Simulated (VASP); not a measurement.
# Sr (P6_3/mmc) in VASP: further runs

The runs below take Sr through single point, with PBE, PBEsol.

Everything below comes from runs of VASP 6.6.1. Logs are shortened: lines on timing, memory, paths and dates and some standing lists are left out, and cuts for length are marked.

### Step 1. Starting point

It takes space group P6_3/mmc (No. 194, hexagonal). The conventional cell has a = 4.310 Å, b = 4.310 Å, c = 7.050 Å, α = 90.00°, β = 90.00°, γ = 120.00°. Around Sr (site symmetry -6m2) lie 12 Sr at 4.31 Å.

This isn't the form of Sr at room conditions, which is fcc.

### Step 2. Single point, PBE

Input file INCAR:

```
PREC = Accurate
ENCUT = 520
EDIFF = 1E-6
ISMEAR = -1
SIGMA = 0.03
LREAL = F
LASPH = T
NELM = 80
ALGO = Normal
ISIF = 2
LWAVE = F
LCHARG = F
GGA = PE
NBANDS = 17
```

Input file KPOINTS:

```
regular mesh
0
Gamma
  9 9 5
```

Input file POSCAR:

```
Sr
1.0
    4.3100002207      0.0000000000      0.0000000000
   -2.1550001104      3.7325696814      0.0000000000
    0.0000000000      0.0000000000      7.0500000000
Sr
2
Direct
    0.3333333333      0.6666666667      0.2500000000
    0.6666666667      0.3333333333      0.7500000000
```

Potentials or basis: VASP PAW PBE potentials, release 64 (Sr_sv).

Run with:

```bash
$ cat potpaw_PBE.64/Sr_sv/POTCAR > POTCAR
$ mpirun -np 1 vasp_std > vasp.out
```

OUTCAR:

```text
PREC = Accurate
   ENCUT = 520
   EDIFF = 1E-6
   ISMEAR = -1
   LREAL = F
   LASPH = T
   NELM = 80
   ISIF = 2
   GGA = PE

 ion  position               nearest neighbor table
   1  0.333  0.667  0.250-   2 4.31   2 4.31   2 4.31   2 4.31   2 4.31   2 4.31
   2  0.667  0.333  0.750-   1 4.31   1 4.31   1 4.31   1 4.31   1 4.31   1 4.31

  LATTYP: Found a hexagonal cell.
 ALAT       =     4.3100002207
 C/A-ratio  =     1.6357307747

  Lattice vectors:

 A1 = (   4.3100002207,   0.0000000000,   0.0000000000)
 A2 = (  -2.1550001104,   3.7325696814,   0.0000000000)
 A3 = (   0.0000000000,   0.0000000000,   7.0500000000)

Analysis of symmetry for initial positions (statically):
=====================================================================
 Subroutine PRICEL returns:
 Original cell was already a primitive cell.

 Routine SETGRP: Setting up the symmetry group for a
 hexagonal supercell.

 Subroutine GETGRP returns: Found 24 space group operations
 (whereof 12 operations were pure point group operations)
 out of a pool of 24 trial point group operations.

The static configuration has the point symmetry D_3d.
 The point group associated with its full space group is D_6h.

Analysis of symmetry for dynamics (positions and initial velocities):
=====================================================================
 Subroutine PRICEL returns:
 Original cell was already a primitive cell.

 Routine SETGRP: Setting up the symmetry group for a
 hexagonal supercell.

 Subroutine GETGRP returns: Found 24 space group operations
 (whereof 12 operations were pure point group operations)
 out of a pool of 24 trial point group operations.

The dynamic configuration has the point symmetry D_3d.
 The point group associated with its full space group is D_6h.

 Subroutine INISYM returns: Found 24 space group operations
 (whereof 12 operations are pure point group operations),
 and found     1 'primitive' translations

----------------------------------------------------------------------------------------

                                     Primitive cell

  volume of cell :     113.4160

  direct lattice vectors                    reciprocal lattice vectors
     4.310000221  0.000000000  0.000000000     0.232018550  0.133955972  0.000000000
    -2.155000110  3.732569681  0.000000000     0.000000000  0.267911944  0.000000000
     0.000000000  0.000000000  7.050000000     0.000000000  0.000000000  0.141843972

  length of vectors
     4.310000221  4.310000221  7.050000000     0.267911944  0.267911944  0.141843972
[... 74 lines left out ...]
   ICHARG =      2    charge: 1-file 2-atom 10-const
   ISPIN  =      1    spin polarized calculation?
   LNONCOLLINEAR =      F non collinear calculations
   LSORBIT =      F    spin-orbit coupling
   LASPH  =      T    aspherical Exc in radial PAW
   ENCUT  =  520.0 eV  38.22 Ry    6.18 a.u.   8.01  8.01 13.11*2*pi/ulx,y,z
   NELM   =     80;   NELMIN=  2; NELMDL= -5     # of ELM steps
   EDIFF  = 0.1E-05   stopping-criterion for ELM
   LREAL  =      F    real-space projection
[... 7 lines left out ...]
   TEBEG  =    0.0;   TEEND  =   0.0 temperature during run
   PSTRESS=    0.0 pullay stress
   NELECT =      20.0000    total number of electrons
   NUPDOWN=      -1.0000    fix difference up-down
   EMIN   =  10.00;   EMAX   =-10.00  energy-range for DOS
   EFERMI =   0.00;   METHOD = LEGACY
   ISMEAR =    -1;   SIGMA  =   0.03  broadening in eV -4-tet -1-fermi 0-gaus
   EFERMI_NEDOS =   21; number of points for ismear=-14 and -15
   IALGO  =     38    algorithm
   IMIX   =      4    mixing-type and parameters
     AMIX     =   0.40;   BMIX     =  1.00
     AMIX_MAG =   1.60;   BMIX_MAG =  1.00
  volume/ion in A,a.u.               =      56.71       382.68
  Fermi-wavevector in a.u.,A,eV,Ry     =   0.918037  1.734838 11.466873  0.842791
  Thomas-Fermi vector in A             =   2.043073
   LORBIT       =      0    0 simple, 1 ext, 2 COOP (PROOUT), +10 PAW based schemes
   GGA     = PE    functional components
   LHFCALC =     F    Hartree Fock is set to
   AEXX    =    0.0000 exact exchange contribution
   IVDW    =     0    specifies the selected vdW correction
   LEPSILON=     F    determine dielectric tensor
   LRPA    =     F    only Hartree local field effects (RPA)
 non-spin polarized calculation
  energy-cutoff  :      520.00
  volume of cell :      113.42
 maximum number of plane-waves:      3072
   NGX = 17   NGY = 17   NGZ = 27

 number of electron      20.0000000 magnetization

 Free energy of the ion-electron system (eV)
  ---------------------------------------------------
  ext. energy  EPLUGINS =         0.00000000
  ---------------------------------------------------
  free energy    TOTEN  =        -3.26714871 eV

  energy without entropy =       -3.25947586  energy(sigma->0) =       -3.26331229

 E-fermi :   1.5022     XC(G=0):  -7.2588

 val. band max:        1.5014899985   @ k =   0.0000   0.0000   0.0000
 cond. band min:       1.5031285713   @ k =   0.2222   0.1111   0.0000
 fundamental gap:      0.0016385727
 Fermi energy:         1.5021773225

 k-point     1 :       0.0000    0.0000    0.0000
  band No.  band energies     occupation
      1     -35.1962      2.00000
      2     -35.1843      2.00000
      3     -17.2610      2.00000
      4     -17.1135      2.00000
      5     -17.1135      2.00000
      6     -17.0895      2.00000
[... 457 lines left out ...]
      4     -17.2105      2.00000
      5     -17.2105      2.00000
      6     -17.1737      2.00000
[... 9 lines left out ...]
     16       5.3282      0.00000
     17       5.3297      0.00000

 [... further k-points ...]

------------------------ aborting loop because EDIFF is reached ----------------------------------------

  FORCE on cell =-STRESS in cart. coord.  units (eV):
  Direction    XX          YY          ZZ          XY          YZ          ZX
  --------------------------------------------------------------------------------------
  -------------------------------------------------------------------------------------
  Total       -0.2034869     -0.2034869     -0.1184773      0.0000000      0.0000000      0.0000000
  in kB       -2.8745685     -2.8745685     -1.6736763      0.0000000      0.0000000      0.0000000
  external PRESSURE =      -2.4742711 kB  Pullay stress =       0.0000000 kB

 VOLUME and BASIS-vectors are now :
 -----------------------------------------------------------------------------
  energy-cutoff  :      520.00
  volume of cell :      113.42
      direct lattice vectors                 reciprocal lattice vectors
     4.310000221  0.000000000  0.000000000     0.232018550  0.133955972  0.000000000
    -2.155000110  3.732569681  0.000000000     0.000000000  0.267911944  0.000000000
     0.000000000  0.000000000  7.050000000     0.000000000  0.000000000  0.141843972

 POSITION                                       TOTAL-FORCE (eV/Angst)
 -----------------------------------------------------------------------------------
     -0.00000      2.48838      1.76250         0.000000     -0.000000      0.000000
      2.15500      1.24419      5.28750        -0.000000      0.000000      0.000000
 -----------------------------------------------------------------------------------
    total drift:                               -0.000000      0.000000     -0.000000

  FREE ENERGIE OF THE ION-ELECTRON SYSTEM (eV)
  ---------------------------------------------------
  free  energy   TOTEN  =        -3.2671487130 eV

  energy  without entropy=       -3.2594758631  energy(sigma->0) =       -3.26331229
```

Wall time 28 s (1 thread of AMD EPYC 9R45 (Zen 5), shared host); peak memory 0.21 GiB.

What came out:

```yaml
Free_energy: -3.2671 eV
Pressure: -0.2 GPa
Band_gap_on_the_k_mesh: none (metal or under the smearing width)
```

[end of part 1 of 2]
